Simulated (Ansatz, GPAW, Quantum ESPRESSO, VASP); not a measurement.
## One calculation of Hf, 4 ways

```
Hf
1.0
     3.19670    0.00000    0.00000
    -1.59835    2.76842    0.00000
     0.00000    0.00000    5.05780
Hf
2
Direct
  0.66667 0.33333 0.75000
  0.33333 0.66667 0.25000
```

Alike in all runs: task band structure; functional PBE; k mesh 10 × 10 × 5; occupations fermi-dirac, width 0.05 eV; no spin polarisation; no spin-orbit coupling. Pressure is positive in compression and, in plane waves, holds the error of the finite cutoff.

```
                            program and potentials  plane-wave cutoff (eV)                                    notes  pressure (GPa)
Quantum ESPRESSO, PseudoDojo 0.4.1 SR PBE standard                     789  12 valence electrons an atom on average            0.64
    Ansatz, all-electron LAPW, scalar-relativistic                       -                                        -            0.61
        GPAW, GPAW PAW data sets (gpaw-data 1.2.1)                     600  12 valence electrons an atom on average            0.91
                 VASP, PBE PAW files Hf_pv, 520 eV                     520  10 valence electrons an atom on average            0.16
```

The pressure spans 0.16 (VASP, PBE PAW files Hf_pv, 520 eV) to 0.91 GPa (GPAW, GPAW PAW data sets (gpaw-data 1.2.1)), with all-electron results at 0.61.

Differences between rows come from potentials, basis sets and numerical settings, since the functional is the same but for its coding. Runs on potential files found faulty are left out.

All four calculations put the hcp cell under slight compression, so each would relax to a somewhat larger volume. For a metal as stiff as hafnium, whose cohesion rests largely on partly filled, bonding 5d states hybridised with 6s and 6p, pressures of this size correspond to only a very small volume strain. The spread therefore looks larger as a pressure than it would as a lattice parameter.

Quantum ESPRESSO, at 0.64 GPa, lies very close to the all-electron 0.61 GPa, while GPAW lies above it and VASP below. The number of valence electrons alone can't account for this pattern, since the two sets with 12 differ from each other; the low VASP value may come from keeping 5s in the core, from the smaller basis or from the construction of the potential. The agreement supports the cell as close to the PBE equilibrium volume, but a small mean pressure doesn't establish that the axial ratio is relaxed, because opposite stresses along and across the hexagonal axis can cancel.
